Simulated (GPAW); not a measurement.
# SiC (P6_3mc) in GPAW: phonons with AM05+D4

Aim: the phonons of SiC with AM05+D4.

Program: GPAW 26.7.0. These are calculated values, not measurements. Logs are shortened: lines on timing, memory, paths and dates and some standing lists are left out, and cuts for length are marked. The log counts tension as positive stress, the text compression.

## Step 1: Starting point

Symmetry: P6_3mc, No. 186, hexagonal system. Conventional cell: a = 3.076 Å, b = 3.076 Å, c = 10.071 Å, α = 90.00°, β = 90.00°, γ = 120.00°. Around Si (site symmetry 3m) lie 4 C at 1.88 to 1.89 Å. Si (site symmetry 3m) is surrounded by 4 C at 1.88 to 1.89 Å. Around C (site symmetry 3m) lie 4 Si at 1.88 to 1.89 Å. C (site symmetry 3m) is surrounded by 4 Si at 1.88 to 1.89 Å.

The cell is a database's computed one.

## Step 2: Phonons, AM05+D4

File run.py:

```python
import json
import numpy as np
from ase import Atoms
from ase.calculators.mixing import SumCalculator
from ase.constraints import FixSymmetry
from ase.io import write
from ase.optimize import BFGS
from dftd4.ase import DFTD4
from phonopy import Phonopy
from phonopy.structure.atoms import PhonopyAtoms
from gpaw import GPAW, PW, setup_paths

setup_paths.insert(0, '.')

atoms = Atoms(['Si', 'Si', 'Si', 'Si', 'C', 'C', 'C', 'C'],
              cell=[[3.0756941497, 0.0, 0.0],
                    [-1.5378470748, 2.6636292679, 0.0],
                    [0.0, 0.0, 10.07064648]],
              scaled_positions=[[0.0, 0.0, 0.18789438],
                                [0.0, 0.0, 0.68789438],
                                [0.3333333333, 0.6666666667, 0.43784198],
                                [0.6666666667, 0.3333333333, 0.93784198],
                                [0.0, 0.0, 0.00046005],
                                [0.0, 0.0, 0.50046005],
                                [0.3333333333, 0.6666666667, 0.24980259],
                                [0.6666666667, 0.3333333333, 0.74980259]],
              pbc=True)

calc = GPAW(mode=PW(680),
            xc='AM05',
            kpts={'size': (10, 10, 3), 'gamma': True},
            occupations={'name': 'fermi-dirac', 'width': 0.05},
            nbands=32,
            convergence={'density': 1e-06, 'eigenstates': 1e-09},
            maxiter=60,
            txt='gpaw.txt')
atoms.calc = SumCalculator([calc, DFTD4(method='am05')])
atoms.set_constraint(FixSymmetry(atoms))
BFGS(atoms, trajectory='relax.traj', logfile='-').run(fmax=0.005, steps=40)
atoms.set_constraint()
energy = atoms.get_potential_energy()
forces = atoms.get_forces()
stress = atoms.get_stress()
calc.write('gs.gpw')
write('result.traj', atoms)
print('Cell:', atoms.cell.cellpar().round(4))
print(atoms.get_scaled_positions().round(5))

def force_constants(scale):
    unit = PhonopyAtoms(symbols=atoms.get_chemical_symbols(), cell=atoms.cell[:] * scale**(1 / 3),
                        scaled_positions=atoms.get_scaled_positions())
    ph = Phonopy(unit, supercell_matrix=np.diag([1, 1, 1]), primitive_matrix=np.eye(3), symprec=1e-4)
    ph.generate_displacements(distance=0.01)
    forces = []
    for i, sc in enumerate(ph.supercells_with_displacements):
        a = Atoms(sc.symbols, cell=sc.cell, scaled_positions=sc.scaled_positions, pbc=True)
        c = GPAW(mode=PW(680),
                 xc='AM05',
                 kpts={'size': (10, 10, 3), 'gamma': True},
                 occupations={'name': 'fermi-dirac', 'width': 0.05},
                 nbands=32,
                 convergence={'density': 1e-06, 'eigenstates': 1e-09},
                 maxiter=60,
                 txt=f'disp-{scale:.3f}-{i:02d}.txt')
        a.calc = SumCalculator([c, DFTD4(method='am05')])
        f = a.get_forces()
        forces.append(f - f.mean(axis=0))
        print(f'displacement {i}: drift', f.mean(axis=0).round(5), flush=True)
    ph.forces = forces
    ph.produce_force_constants()
    ph.symmetrize_force_constants()
    return ph

qpoints = [[0.0, 0.0, 0.0]]
results = {}
for scale in [1.0]:
    ph = force_constants(scale)
    ph.run_qpoints(qpoints)
    nu = ph.qpoints.frequencies * 33.35641  # THz to cm^-1
    results[f'{scale:.3f}'] = nu.tolist()
    for qp, f in zip(qpoints, nu):
        print(scale, np.round(qp, 4), f.round(2))
json.dump(results, open('phonons.json', 'w'))
```

Potentials or basis: PAW data sets generated in the run's folder for this functional, pw.

Launch:

```bash
$ gpaw-setup -f AM05 C Si
$ OMP_NUM_THREADS=1 python run.py
```

gpaw.txt:

```text
__  _  _
 | _ |_)|_||  |
 |__||  | ||/\| - 26.7.0

Input parameters:
  mode=PW(ecut=680.0),
  convergence={'density': 1e-06, 'eigenstates': 1e-09},
  kpts=MonkhorstPack(size=(10, 10, 3), gamma=True),
  maxiter=60,
  nbands=32,
  occupations=Occupations(name='fermi-dirac', width=0.05),
  xc=XC(name='AM05')

Diagonalizing LCAO Hamiltonian
Converting LCAO to pw mode

            Si

            C
       Si

         Si
       C

         C

       Si

       C

Atoms  # Å, Bohr magnetons
|   | symbol |         x |        y |        z |    initial magnetic moments |
|---|--------|-----------|----------|----------|-----------------------------|
| 0 |     Si |  0.000000 | 0.000000 | 1.892218 | ( 0.0000,  0.0000,  0.0000) |
| 1 |     Si |  0.000000 | 0.000000 | 6.927541 | ( 0.0000,  0.0000,  0.0000) |
| 2 |     Si | -0.000000 | 1.775753 | 4.409352 | ( 0.0000,  0.0000,  0.0000) |
| 3 |     Si |  1.537847 | 0.887876 | 9.444675 | ( 0.0000,  0.0000,  0.0000) |
| 4 |      C |  0.000000 | 0.000000 | 0.004633 | ( 0.0000,  0.0000,  0.0000) |
| 5 |      C |  0.000000 | 0.000000 | 5.039956 | ( 0.0000,  0.0000,  0.0000) |
| 6 |      C | -0.000000 | 1.775753 | 2.515674 | ( 0.0000,  0.0000,  0.0000) |
| 7 |      C |  1.537847 | 0.887876 | 7.550997 | ( 0.0000,  0.0000,  0.0000) |

Unit cell  # Å
| periodic |         x |        y |         z |   lengths |     angles |
|----------|-----------|----------|-----------|-----------|------------|
|      yes |  3.075694 | 0.000000 |  0.000000 |  3.075694 |  90.000000 |
|      yes | -1.537847 | 2.663629 |  0.000000 |  3.075694 |  90.000000 |
|      yes |  0.000000 | 0.000000 | 10.070646 | 10.070646 | 120.000000 |

Number of symmetries: 6
Symmetry operations  # r_c * U_cc + t_c -> r_c
|   | kind |            matrix            |
|---|------|------------------------------|
| 0 |  σ   |  1, 1, 0,  0,-1, 0,  0, 0, 1 |
| 1 |  E   |  1, 0, 0,  0, 1, 0,  0, 0, 1 |
| 2 |  C3  |  0, 1, 0, -1,-1, 0,  0, 0, 1 |
| 3 |  σ   |  0,-1, 0, -1, 0, 0,  0, 0, 1 |
| 4 |  σ   | -1, 0, 0,  1, 1, 0,  0, 0, 1 |
| 5 |  C3  | -1,-1, 0,  1, 0, 0,  0, 0, 1 |

BZ-sampling:
  Number of BZ points: 300
  Number of IBZ points: 36

  Monkhorst-Pack size: [10, 10, 3]
  Monkhorst-Pack shift: [0.05, 0.05, 0.0]

K-points  # in reciprocal-cell coordinates
|     |                                coordinates |     weight |
|-----|--------------------------------------------|------------|
|   0 | (  0.00000000,   0.00000000,   0.00000000) | 0.00333333 |
|   1 | (  0.00000000,   0.00000000,   0.33333333) | 0.00666667 |
|   2 | (  0.10000000,   0.00000000,  -0.33333333) | 0.02000000 |
|   3 | (  0.10000000,   0.00000000,   0.00000000) | 0.02000000 |
|   4 | (  0.10000000,   0.00000000,   0.33333333) | 0.02000000 |
|   5 | (  0.20000000,  -0.10000000,   0.00000000) | 0.02000000 |
|   6 | (  0.20000000,  -0.10000000,   0.33333333) | 0.04000000 |
|   7 | (  0.20000000,   0.00000000,  -0.33333333) | 0.02000000 |
|   8 | (  0.20000000,   0.00000000,   0.00000000) | 0.02000000 |
|   9 | (  0.20000000,   0.00000000,   0.33333333) | 0.02000000 |
| ... |                                            |            |
|  35 | (  0.50000000,   0.50000000,   0.33333333) | 0.02000000 |

Plane wave coefficients: 3367
Cutoff: 680.0 eV

Spin-components: 1 (collinear spins)
Bands:           32
Projectors:      40
Spin-degeneracy: 2
Datatype:        complex128

Parallelization:
  kpt:    1
  domain: 1
  band:   1

Density:
  Valence electrons: 32.0
  Components: 1
  Grid points: [20 20 63]
  Charge: 0.0  # |e|

Potential:
  Grid points: [20 20 63]

species:
  Si:
    name:    Silicon
    Z:       14.0
    valence: 4
    core:    10
    charge:  0.0  # [|e|]
    compensation charges:
      type: gauss
      rc: 0.33  # [Å]
      lmax: 2
    cutoffs:
      filter: 1.86  # [Å]
      core: 2.06  # [Å]
    projectors
    | kind |    occ | energy [eV] | rcut [Å] |
    |------|--------|-------------|----------|
    |   3s |  2.000 |     -10.727 |    1.058 |
    |   3p |  2.000 |      -4.032 |    1.058 |
    |    s |        |      16.485 |    1.058 |
    |    p |        |      23.180 |    1.058 |
    |    d |        |       0.000 |    1.058 |

    Using partial waves for Si as LCAO basis

  C:
    name:    Carbon
    Z:       6.0
    valence: 4
    core:    2
    charge:  0.0  # [|e|]
    compensation charges:
      type: gauss
      rc: 0.20  # [Å]
      lmax: 2
    cutoffs:
      filter: 1.14  # [Å]
      core: 1.14  # [Å]
    projectors
    | kind |    occ | energy [eV] | rcut [Å] |
    |------|--------|-------------|----------|
    |   2s |  2.000 |     -13.603 |    0.635 |
    |   2p |  2.000 |      -5.213 |    0.635 |
    |    s |        |      13.608 |    0.635 |
    |    p |        |      21.998 |    0.635 |
    |    d |        |       0.000 |    0.635 |

    Using partial waves for C as LCAO basis

Reference energy: -35529.469041  # eV

eigensolver:
  PPCG
  Converge bands: occupied
  niter=2

density mixing:
  MSR1-Mixer
  Pratt-step length: 0.05
  Maximum mixing coefficient: 0.75
  Old densities: 10
  SVD Regularization: 0.005
  Good broyden scale: 1.0
  Trust region scale: 1.0
  Backstep threshold: 4.0
  History deletion threshold: 6.0
  Fourier metric: weight=20.0, sigma=0.015

occupation numbers:
  Fermi-Dirac:
    width: 0.0500  # eV

poisson solver:
  ecut: 5440.0  # eV

xc functional:
  name: AM05 with 2 nearest neighbor stencil

convergence criteria:
- Maximum integral of absolute [dens]ity change: 1e-06 electrons / valence electron
- Maximum integral of absolute [eigenst]ate change: 1e-09 eV^2 / valence electron
- Maximum [total energy] change in last 3 cyles: 0.0005 eV / valence electron
maximum number of iterations: 60

SCF iterations
|iter     | |      energy | eigst |  dens |
|---------|-|-------------|-------|-------|
|iter:   1| |  -68.142483 | -0.15 |       |
|iter:   2| |  -66.703932 | -2.14 | -0.57 |
|iter:   3| |  -61.828692 | -0.73 | -0.62 |
|iter:   4| |  -61.838971 | -2.73 | -1.34 |
|iter:   5| |  -61.848837 | -3.41 | -1.71 |
|iter:   6| |  -61.849170c| -5.23 | -2.70 |
|iter:   7| |  -61.849193c| -6.29 | -3.31 |
|iter:   8| |  -61.849193c| -7.40 | -4.01 |
|iter:   9| |  -61.849193c| -8.22 | -4.33 |
|iter:  10| |  -61.849193c| -8.72 | -4.68 |
|iter:  11| |  -61.849193c| -9.15c| -5.46 |
|iter:  12| |  -61.849193c| -9.95c| -5.81 |
|iter:  13| |  -61.849193c|-10.35c| -6.03c|

Converged in 13 steps
Energy contributions relative to reference atoms: (reference = -35529.469041)

Energy contributions:
  Kinetic:          67.705738
  Coulomb:         -57.315915
  Zero:             -0.069913
  External:          0.000000
  Xc:              -72.169103
  Entropy:          -0.000000
  Spinorbit:         0.000000
  ----------------------------
  Free energy:     -61.849193
  Extrapolated:    -61.849193

dipole moment: (-12.726156, -22.042348, -11.652464)  # |e|*Ang

Fermi level: 9.281
Eigenvalues  # (at kpt = [0.000, 0.000, 0.000])
| band index |      eig [eV] | occ [0-2] |
|------------|---------------|-----------|
|          0 |        -7.201 |     2.000 |
|        ... |               |           |
|          8 |         7.117 |     2.000 |
|          9 |         7.581 |     2.000 |
|         10 |         7.581 |     2.000 |
|         11 |         7.726 |     2.000 |
|         12 |         7.726 |     2.000 |
|         13 |         8.260 |     2.000 |
[... 8 lines left out ...]
|         22 |        15.229 |     0.000 |
|         23 |        15.230 |     0.000 |
|        ... |               |           |
|         31 |        19.056 |     0.000 |

Gap: 2.119 eV
Transition (v -> c):
  (s=0, k=0, n=15, [0.00, 0.00, 0.00]) -> (s=0, k=34, n=16, [0.50, 0.50, 0.00])
Direct/indirect transitions are different
Direct gap: 3.251 eV
Transition at: (s=0, k=34, n=15, [0.50, 0.50, 0.00])

Forces  # eV/Ang
|        x |        y |        z |
|----------|----------|----------|
| -0.00000 |  0.00000 |  0.00373 |  # Si   0
|  0.00000 |  0.00000 |  0.00376 |  # Si   1
|  0.00000 |  0.00000 | -0.00712 |  # Si   2
| -0.00000 |  0.00000 | -0.00716 |  # Si   3
|  0.00000 |  0.00000 | -0.00347 |  # C    4
|  0.00000 |  0.00000 | -0.00348 |  # C    5
|  0.00000 | -0.00000 |  0.00677 |  # C    6
|  0.00000 |  0.00000 |  0.00677 |  # C    7

            Si

            C
       Si

         Si
       C

         C

       Si

       C

Atoms  # Å, Bohr magnetons
|   | symbol |         x |         y |        z |    initial magnetic moments |
|---|--------|-----------|-----------|----------|-----------------------------|
| 0 |     Si | -0.000000 |  0.000000 | 1.892279 | ( 0.0000,  0.0000,  0.0000) |
| 1 |     Si |  0.000000 | -0.000000 | 6.927602 | ( 0.0000,  0.0000,  0.0000) |
| 2 |     Si | -0.000000 |  1.775753 | 4.409262 | ( 0.0000,  0.0000,  0.0000) |
| 3 |     Si |  1.537847 |  0.887876 | 9.444585 | ( 0.0000,  0.0000,  0.0000) |
| 4 |      C |  0.000000 |  0.000000 | 0.004579 | ( 0.0000,  0.0000,  0.0000) |
| 5 |      C |  0.000000 |  0.000000 | 5.039902 | ( 0.0000,  0.0000,  0.0000) |
| 6 |      C | -0.000000 |  1.775753 | 2.515755 | ( 0.0000,  0.0000,  0.0000) |
| 7 |      C |  1.537847 |  0.887876 | 7.551078 | ( 0.0000,  0.0000,  0.0000) |

Unit cell  # Å
| periodic |         x |        y |         z |   lengths |     angles |
|----------|-----------|----------|-----------|-----------|------------|
|      yes |  3.075694 | 0.000000 |  0.000000 |  3.075694 |  90.000000 |
|      yes | -1.537847 | 2.663629 |  0.000000 |  3.075694 |  90.000000 |
|      yes |  0.000000 | 0.000000 | 10.070646 | 10.070646 | 120.000000 |

convergence criteria:
- Maximum integral of absolute [dens]ity change: 1e-06 electrons / valence electron
- Maximum integral of absolute [eigenst]ate change: 1e-09 eV^2 / valence electron
- Maximum [total energy] change in last 3 cyles: 0.0005 eV / valence electron
maximum number of iterations: 60

SCF iterations
|iter     | |      energy | eigst |  dens |
|---------|-|-------------|-------|-------|
|iter:   1| |  -61.849196c| -7.25 |       |
|iter:   2| |  -61.849196c| -9.16c| -4.21 |
|iter:   3| |  -61.849196c| -8.14 | -4.29 |
|iter:   4| |  -61.849196c| -8.90 | -4.80 |
|iter:   5| |  -61.849196c| -9.17c| -5.27 |
|iter:   6| |  -61.849196c| -9.97c| -5.74 |
|iter:   7| |  -61.849196c|-10.65c| -6.05c|

Converged in 7 steps
Energy contributions relative to reference atoms: (reference = -35529.469041)

Energy contributions:
  Kinetic:          67.705235
  Coulomb:         -57.315462
  Zero:             -0.069882
  External:          0.000000
  Xc:              -72.169088
  Entropy:          -0.000000
  Spinorbit:         0.000000
  ----------------------------
  Free energy:     -61.849196
  Extrapolated:    -61.849196

dipole moment: (-12.726164, -22.042363, -11.655742)  # |e|*Ang

Fermi level: 9.281
Eigenvalues  # (at kpt = [0.000, 0.000, 0.000])
| band index |      eig [eV] | occ [0-2] |
|------------|---------------|-----------|
|          0 |        -7.201 |     2.000 |
|        ... |               |           |
|          8 |         7.117 |     2.000 |
|          9 |         7.581 |     2.000 |
|         10 |         7.581 |     2.000 |
|         11 |         7.726 |     2.000 |
|         12 |         7.726 |     2.000 |
|         13 |         8.260 |     2.000 |
[... 8 lines left out ...]
|         22 |        15.229 |     0.000 |
|         23 |        15.230 |     0.000 |
|        ... |               |           |
|         31 |        19.056 |     0.000 |

Gap: 2.119 eV
Transition (v -> c):
  (s=0, k=0, n=15, [0.00, 0.00, 0.00]) -> (s=0, k=34, n=16, [0.50, 0.50, 0.00])
Direct/indirect transitions are different
Direct gap: 3.251 eV
Transition at: (s=0, k=34, n=15, [0.50, 0.50, 0.00])

Forces  # eV/Ang
|        x |       y |        z |
|----------|---------|----------|
| -0.00000 | 0.00000 |  0.00138 |  # Si   0
|  0.00000 | 0.00000 |  0.00140 |  # Si   1
|  0.00000 | 0.00000 | -0.00371 |  # Si   2
| -0.00000 | 0.00000 | -0.00374 |  # Si   3
|  0.00000 | 0.00000 | -0.00190 |  # C    4
| -0.00000 | 0.00000 | -0.00191 |  # C    5
|  0.00000 | 0.00000 |  0.00413 |  # C    6
| -0.00000 | 0.00000 |  0.00413 |  # C    7

Stress tensor  # eV/Ang^3
|         x |         y |         z |
|-----------|-----------|-----------|
| -0.008537 | -0.000000 |  0.000000 |
|  0.000000 | -0.008537 | -0.000000 |
|  0.000000 | -0.000000 | -0.007422 |

# Writing to gs.gpw (mode='')
```

Wall time 28 min (1 thread of AMD EPYC 7R13 (Zen 3), shared host); peak memory 2.1 GiB.

Results:

```
Free energy                                             : -63.3419 eV
Pressure after relaxing                                 : -1.1 GPa
Largest force after relaxing                            : 0.003 eV/Å
Band gap on the k mesh                                  : 2.12 eV, indirect (least direct gap 3.25 eV)
Highest phonon frequency at Γ, LO-TO splitting left out : 912 cm⁻¹
Dispersion energy per atom                              : -0.187 eV
```

Forces on the atoms (eV/Å):
```
Si   0.000  0.000  0.002
Si   0.000  0.000  0.002
Si   0.000  0.000 -0.003
Si   0.000  0.000 -0.003
C    0.000  0.000 -0.002
C    0.000  0.000 -0.002
C    0.000  0.000  0.003
C    0.000  0.000  0.003
```

Stress tensor (GPa, compression positive):
```
-1.09  0.00  0.00
 0.00 -1.09  0.00
 0.00  0.00 -1.26
```

Final structure:
```yaml
crystal:
  lattice:
    - [3.07569, 0.00000, 0.00000]
    - [-1.53785, 2.66363, 0.00000]
    - [0.00000, 0.00000, 10.07065]
  atoms:
    - { symbol: Si, position: [0.00000, 0.00000, 0.18790] }
    - { symbol: Si, position: [0.00000, 0.00000, 0.68790] }
    - { symbol: Si, position: [0.33333, 0.66667, 0.43783] }
    - { symbol: Si, position: [0.66667, 0.33333, 0.93783] }
    - { symbol: C, position: [0.00000, 0.00000, 0.00045] }
    - { symbol: C, position: [0.00000, 0.00000, 0.50045] }
    - { symbol: C, position: [0.33333, 0.66667, 0.24981] }
    - { symbol: C, position: [0.66667, 0.33333, 0.74981] }
```

Phonon frequencies in cm⁻¹ (negative: imaginary):
```
              q point                                                                                frequencies
(0.000, 0.000, 0.000)  0 0 0 188 188 195 195 252 252 395 403 600 768 768 775 775 778 783 783 794 794 829 903 912
```

Caveat: the cutoff is short for stress and forces, so pressures can be off by a GPa or more; the LO-TO splitting is left out; an odd mesh through Γ misses points on the zone boundary, where band edges often lie.
